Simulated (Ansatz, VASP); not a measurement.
## Mo in VASP and in Ansatz

```
CELL_PARAMETERS angstrom
4.55121 0.00000 0.00000
-2.27560 3.94146 0.00000
0.00000 0.00000 2.50967
ATOMIC_POSITIONS crystal
Mo 0.00000 0.00000 0.00000
Mo 0.33333 0.66667 0.50000
Mo 0.66667 0.33333 0.50000
```

Alike in both runs: functional LDA; k mesh 8 × 8 × 12; occupations fermi-dirac, width 0.05 eV; no spin polarisation.

Ansatz relaxed the structure, and its values are those at the end. VASP's run is a single point on that final structure, the one shown.

|  | VASP | Ansatz |
| --- | --- | --- |
| version | VASP 6.6.1 | Ansatz 0.2.0 |
| potentials or method | VASP PAW LDA potentials, release 64 (Mo_sv), cutoff 520 eV | all-electron LAPW, scalar-relativistic |

Ansatz gave:

```
pressure (GPa) : 6.5
```

Problem. What did VASP give for the same quantities?

Solution. Pressure (GPa): 7.7.

Ansatz ran all-electron here, so the differences hold the error of VASP's frozen core and of both bases.
